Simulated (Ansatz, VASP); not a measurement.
## BN in VASP and in Ansatz

```xyz
4
Lattice="2.5123 0.0000 0.0000 -1.2562 2.1757 0.0000 0.0000 0.0000 6.6833" Properties=species:S:1:pos:R:3 pbc="T T T"
B     0.0000    1.4505    1.6708
B     1.2562    0.7252    5.0125
N     0.0000    1.4505    5.0125
N     1.2562    0.7252    1.6708
```

Change from the starting cell: volume scaled by 1.01.

Alike in both runs: task single point; functional PBE; k mesh 11 × 11 × 4; occupations fermi-dirac, width 0.02 eV; no spin polarisation.

|  | VASP | Ansatz |
| --- | --- | --- |
| version | VASP 6.6.1 | Ansatz 0.2.0 |
| potentials or method | VASP PAW PBE potentials, release 64 (B, N), cutoff 520 eV | all-electron LAPW, scalar-relativistic |

Ansatz gave:

| Quantity | Value |
| --- | --- |
| gap on the k mesh at the Fermi level (eV) | 4.32 |
| pressure (GPa) | 0.9 |
| largest component of the traceless stress (GPa) | 1.86 |

**Question.** What did VASP give for the same quantities?

**Answer.** gap on the k mesh at the Fermi level (eV): 4.32; pressure (GPa): 1.0; largest component of the traceless stress (GPa): 1.61.

Ansatz ran all-electron here, so the differences hold the error of VASP's frozen core and of both bases.

Caveats: an odd mesh through Γ misses points on the zone boundary, where band edges often lie; this functional lacks dispersion, which binds the layers, so the pressure and a relaxed spacing across them are unreliable.
